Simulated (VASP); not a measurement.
Os:

```xyz
3
Lattice="4.5266 0.0000 0.0000 -2.2633 3.9202 0.0000 0.0000 0.0000 2.7750" Properties=species:S:1:pos:R:3 pbc="T T T"
Os    0.0000    0.0000    0.0000
Os    0.0000    2.6135    1.3875
Os    2.2633    1.3067    1.3875
```

The cell was built by a generator and needn't be a form met in nature.

| Property | Result |
| --- | --- |
| Program | VASP 6.6.1 |
| Task | relaxation of cell and atoms |
| Functional | r2SCAN |
| Potentials or basis | VASP PAW PBE potentials, release 64 (Os) |
| Cutoff | 600 eV |
| k mesh | 6 × 6 × 6 |
| Occupations | gaussian, width 0.1 eV |
| Spin | no spin polarisation |

At the start: pressure -38.1 GPa; volume 16.41 Å³/atom.

Question: Where does the relaxation end?

Answer: Over 10 steps the energy falls by 281.4 meV/atom and the volume is 14.46 Å³/atom (-11.9 %); space group P6/mmm (No. 191, to 0.05 Å).

The path:
```
step  energy change (eV)  largest force (eV/Å)  pressure (GPa)  volume (Å³)
   1              0.0000                0.0000          -38.09        49.24
   2             21.9567                0.0000          649.84        26.25
   3             -0.7828                0.0000          -11.57        44.69
   4             -0.8229                0.0000           -6.11        44.03
   5             -0.8390                0.0000            0.78        43.28
   6             -0.8387                0.0000           -0.30        43.39
   7             -0.8394                0.0000           -1.00        43.55
   8             -0.8441                0.0000           -0.72        43.47
   9             -0.8426                0.0000            2.23        43.16
  10             -0.8442                0.0000            0.03        43.39
```

Final structure:
```cif
data_structure
_symmetry_space_group_name_H-M 'P 1'
_symmetry_Int_Tables_number 1
_cell_length_a 4.2981
_cell_length_b 4.2981
_cell_length_c 2.7124
_cell_angle_alpha 90.000
_cell_angle_beta 90.000
_cell_angle_gamma 120.000
_cell_volume 43.39
loop_
_atom_site_label
_atom_site_type_symbol
_atom_site_fract_x
_atom_site_fract_y
_atom_site_fract_z
_atom_site_occupancy
Os1 Os 0.00000 0.00000 0.00000 1
Os2 Os 0.33333 0.66667 0.50000 1
Os3 Os 0.66667 0.33333 0.50000 1
```

Caveat: the k mesh is coarse (spacing up to 0.38 Å⁻¹), so the values aren't converged; the PAW data sets were made with another functional, which shifts forces and pressure a little.
